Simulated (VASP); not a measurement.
Input of a VASP 6.6.1 run:

File POSCAR:

```
BP
1.0
    0.0000000000      2.2690000000      2.2690000000
    2.2690000000      0.0000000000      2.2690000000
    2.2690000000      2.2690000000      0.0000000000
P B
1 1
Direct
    0.7500000000      0.7500000000      0.7500000000
    0.0000000000      0.0000000000      0.0000000000
```

INCAR.step1

```
ALGO = Normal
EDIFF = 1E-7
ENCUT = 520
GGA = AM
ISIF = 2
ISMEAR = -1
LASPH = True
LCHARG = True
LREAL = False
LWAVE = False
NBANDS = 11
NELM = 60
PREC = Accurate
SIGMA = 0.05
```

KPOINTS.step1

```
k-points
0
Gamma
  10 10 10
```

INCAR.step2

```
ALGO = Normal
EDIFF = 1E-7
ENCUT = 520
GGA = AM
ICHARG = 11
ISIF = 2
ISMEAR = 0
LASPH = True
LCHARG = False
LREAL = False
LWAVE = False
NBANDS = 11
NELM = 60
PREC = Accurate
SIGMA = 0.05
```

File KPOINTS.step2:

```
path GXWKGLUWLK,UX
10
line-mode
reciprocal
 0.0000000000  0.0000000000  0.0000000000  G
 0.5000000000  0.0000000000  0.5000000000  X

 0.5000000000  0.0000000000  0.5000000000  X
 0.5000000000  0.2500000000  0.7500000000  W

 0.5000000000  0.2500000000  0.7500000000  W
 0.3750000000  0.3750000000  0.7500000000  K

 0.3750000000  0.3750000000  0.7500000000  K
 0.0000000000  0.0000000000  0.0000000000  G

 0.0000000000  0.0000000000  0.0000000000  G
 0.5000000000  0.5000000000  0.5000000000  L

 0.5000000000  0.5000000000  0.5000000000  L
 0.6250000000  0.2500000000  0.6250000000  U

 0.6250000000  0.2500000000  0.6250000000  U
 0.5000000000  0.2500000000  0.7500000000  W

 0.5000000000  0.2500000000  0.7500000000  W
 0.5000000000  0.5000000000  0.5000000000  L

 0.5000000000  0.5000000000  0.5000000000  L
 0.3750000000  0.3750000000  0.7500000000  K

 0.6250000000  0.2500000000  0.6250000000  U
 0.5000000000  0.0000000000  0.5000000000  X
```

Potentials or basis: VASP PAW PBE potentials, release 64 (P, B).

Command:

```console
$ cat potpaw_PBE.64/P/POTCAR potpaw_PBE.64/B/POTCAR > POTCAR
$ cp INCAR.step1 INCAR
$ cp KPOINTS.step1 KPOINTS
$ mpirun -np 1 vasp_std > vasp.out
$ cp INCAR.step2 INCAR
$ cp KPOINTS.step2 KPOINTS
$ mpirun -np 1 vasp_std > vasp.out
```

Q: Predict the band gap on the k mesh.

A: 1.14 eV, indirect (least direct gap 3.33 eV).

Q: What does it give for the band gap along the path?

A: 1.15 eV, indirect (least direct gap 3.33 eV).

Levels at the corners of the path, in eV from the valence-band top:
```tsv
point	band 2	band 3	band 4	band 5	band 6	band 7
Γ	0.00	0.00	0.00	3.33	3.33	3.33
X	-8.60	-4.16	-4.16	1.24	1.54	12.08
X	-8.60	-4.16	-4.16	1.24	1.54	12.08
W	-8.05	-5.75	-5.54	5.26	6.67	7.19
W	-8.05	-5.75	-5.54	5.26	6.67	7.19
K	-8.17	-6.31	-3.54	2.05	5.92	9.68
K	-8.17	-6.31	-3.54	2.05	5.92	9.68
Γ	0.00	0.00	0.00	3.33	3.33	3.33
Γ	0.00	0.00	0.00	3.33	3.33	3.33
L	-9.09	-1.78	-1.78	3.76	4.63	4.63
L	-9.09	-1.78	-1.78	3.76	4.63	4.63
U	-8.17	-6.31	-3.54	2.05	5.92	9.68
U	-8.17	-6.31	-3.54	2.05	5.92	9.68
W	-8.05	-5.75	-5.54	5.26	6.67	7.19
W	-8.05	-5.75	-5.54	5.26	6.67	7.19
L	-9.09	-1.78	-1.78	3.76	4.63	4.63
L	-9.09	-1.78	-1.78	3.76	4.63	4.63
K	-8.17	-6.31	-3.54	2.05	5.92	9.68
U	-8.17	-6.31	-3.54	2.05	5.92	9.68
X	-8.60	-4.16	-4.16	1.24	1.54	12.08
```

Caveat: the log is that of the step along the path at fixed density, whose energy, stress, charges and moments have no meaning. A hybrid or GW would open this gap; AM05 tends to underestimate it.
